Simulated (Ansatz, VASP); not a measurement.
## Cd2S in VASP and in Ansatz

Contents of INCAR:

```
ALGO = Normal
EDIFF = 1E-6
ENCUT = 520
GGA = PE
ISIF = 2
ISMEAR = 0
LASPH = T
LCHARG = F
LREAL = F
LWAVE = F
NBANDS = 22
NELM = 100
PREC = Accurate
SIGMA = 0.05
```

KPOINTS

```
k-points
0
Gamma
  12 12 6
```

Contents of POSCAR:

```
Cd2S
1.0
    4.0899906377      0.0720809682     -0.0049533376
   -1.9825713693      3.5780625409      0.0049475453
   -0.0072614900      0.0041826182      5.8912758830
Cd S
2 1
Direct
    0.6503092616      0.3496907384      0.5845083026
    0.3512011925      0.6487988075      0.9327133488
    0.3318228760      0.6681771240      0.3599353486
```

Input for Ansatz:

```yaml
crystal:
  lattice:
    - [4.0899906377, 0.0720809682, -0.0049533376]
    - [-1.9825713693, 3.5780625409, 0.0049475453]
    - [-0.00726149, 0.0041826182, 5.891275883]
  atoms:
    - { symbol: Cd, position: [0.6503092616, 0.3496907384, 0.5845083026] }
    - { symbol: Cd, position: [0.3512011925, 0.6487988075, 0.9327133488] }
    - { symbol: S, position: [0.331822876, 0.668177124, 0.3599353486] }
basis:
  ecutwfc: 420
kpoints:
  mp_grid: { grid: [12, 12, 6] }
hamiltonian:
  xc: pbe
scf:
  occupations: { method: gaussian, width: 0.05 }
output:
  forces: true
  stress: true
  eigenvalues: true
```

Alike in both runs: task single point; functional PBE; k mesh 12 × 12 × 6; occupations gaussian, width 0.05 eV; no spin polarisation.

|  | VASP | Ansatz |
| --- | --- | --- |
| version | VASP 6.6.1 | Ansatz 0.2.0 |
| potentials or method | VASP PAW PBE potentials, release 64 (Cd, S) | scalar-relativistic, plane waves, PAW |
| plane-wave cutoff (eV) | 520 | 420 |
| valence electrons in the cell | 30 | 46 |

VASP gave:

```
gap on the k mesh at the Fermi level (eV)       : 0.24
least direct gap on the mesh (eV)               : 0.52
pressure (GPa)                                  : -2.7
largest component of the traceless stress (GPa) : 0.88
rms of the force components (eV/Å)              : 0.280
```

Q: Estimate Ansatz's values.

A: gap on the k mesh at the Fermi level (eV): 0.24; least direct gap on the mesh (eV): 0.52; pressure (GPa): -2.8; largest component of the traceless stress (GPa): 0.85; rms of the force components (eV/Å): 0.276.

Atom by atom the forces differ by 0.011 eV/Å (rms over components). The functional is the same, so the differences come from potentials, cutoffs and numerics. The two sets of potentials don't hold the same shells in valence. Ansatz warned: «structure_snapped_to_symmetry».
